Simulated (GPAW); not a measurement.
Runs of GPAW 26.7.0 on Pt. The structure is hexagonal, space group P6_3/mmc (No. 194). The conventional cell has a = 2.761 Å, b = 2.761 Å, c = 4.792 Å, α = 90.00°, β = 90.00°, γ = 120.00°. Pt (site symmetry -6m2) is surrounded by 12 Pt at 2.76 to 2.88 Å. This isn't the form of Pt at room conditions, which is fcc.

| task | level | potentials or basis | cell | k mesh | band path | band points | optimizer | fmax | max steps | gap on the mesh (eV) | pressure (GPa) | relaxed volume (Å³/atom) |
| --- | --- | --- | --- | --- | --- | --- | --- | --- | --- | --- | --- | --- |
| band structure | PBEsol | PAW data sets generated in the run's folder for this functional, pw | as given | 9 × 9 × 5 | GMKGALHA,LM,KH | 60 | - | - | - | - | -11.2 | - |
| relaxation of cell and atoms | PBEsol | PAW data sets generated in the run's folder for this functional, pw | relaxed | 8 × 8 × 4 | - | - | BFGS | 0.02 eV/Å | 60 | none | 0.0 | 15.12 |
| relaxation of cell and atoms | PBEsol+D3(BJ) | PAW data sets generated in the run's folder for this functional, pw | relaxed | 8 × 8 × 4 | - | - | BFGS | 0.02 eV/Å | 60 | none | -0.1 | 14.71 |
| relaxation of cell and atoms | PBEsol+D4 | PAW data sets generated in the run's folder for this functional, pw | relaxed | 8 × 8 × 4 | - | - | BFGS | 0.02 eV/Å | 60 | none | -0.1 | (a) |
| relaxation of cell and atoms | PBEsol+D3 | PAW data sets generated in the run's folder for this functional, pw | relaxed | 8 × 8 × 4 | - | - | BFGS | 0.02 eV/Å | 60 | none | -0.1 | 14.71 |
| single point | PBEsol | PAW data sets generated in the run's folder for this functional, pw | as given | 11 × 11 × 6 | - | - | - | - | - | none | (b) | - |
| band structure | LDA | the program's PAW data sets (release 1.2.1) made for this functional, pw | as given | 9 × 9 × 5 | GMKGALHA,LM,KH | 60 | - | - | - | - | -16.7 | - |
| relaxation of cell and atoms | PBEsol+D3(BJ)+ATM | PAW data sets generated in the run's folder for this functional, pw | relaxed | 8 × 8 × 4 | - | - | BFGS | 0.02 eV/Å | 60 | none | 0.0 | 14.83 |

Alike in all rows: no spin polarisation; cutoff (eV) 600; smearing fermi-dirac 0.05 eV.

Q: Fill in the values left out.

A: (a) 14.90; (b) -10.7.

Caveats: later steps reuse the first step's grids (some runs); pairwise dispersion overbinds metals, which lowers pressure and volume (some runs).

A k mesh can miss the band edges, and the runs leave out spin-orbit coupling on Pt.

A gap of «none» marks a metal or a gap under the smearing width.

Not every run made on this cell is shown here.
